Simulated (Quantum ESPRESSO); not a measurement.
GaP:

```
Ga P
1.0
     0.00000    2.72525    2.72525
     2.72525    0.00000    2.72525
     2.72525    2.72525    0.00000
Ga P
1 1
Direct
  0.00000 0.00000 0.00000
  0.75000 0.75000 0.75000
```

- Program: Quantum ESPRESSO 7.5
- Task: phonons
- Functional: PBE
- Potentials or basis: GBRV 1.5 PBE
- Cutoff: 762 eV
- Density cutoff: 6095 eV
- k mesh: 6 × 6 × 6, shifted
- Occupations: fermi-dirac, width 0.05 eV
- Spin: no spin polarisation
- Mixing beta: 0.5
- Most SCF iterations: 120
- SCF threshold: 4e-10 Ry

The cell and the atoms were relaxed first, to 20.86 Å³/atom (a = 3.893 Å, b = 3.893 Å, c = 3.893 Å, α = 60.00°, β = 60.00°, γ = 60.00°), and the response was taken there.

The first run showed a gap, so the response started from a second, tighter run with fixed occupations.

Task: Which optical modes does the crystal have at the zone centre, and which show in infrared and Raman spectra?

Result: The optical modes are T2. Infrared active: T2. Raman active: T2.

Optical modes at Γ, degenerate ones joined, polar ones without the macroscopic field:
| cm⁻¹ | components | symmetry | active in | IR intensity, summed ((D/Å)²/amu) |
| --- | --- | --- | --- | --- |
| 344 | 3 | T2 | IR and Raman | 15.76 |

Zone-centre frequencies without and with the macroscopic field along z (cm⁻¹):
|  | optical modes in rising order |
| --- | --- |
| without | 344 344 344 |
| with the field | 344 344 379 |

Born effective charge tensors (e):
atom 1, Ga
```
2.21 0.00 0.00
0.00 2.21 0.00
0.00 0.00 2.21
```
atom 2, P
```
-2.21  0.00  0.00
 0.00 -2.21  0.00
 0.00  0.00 -2.21
```
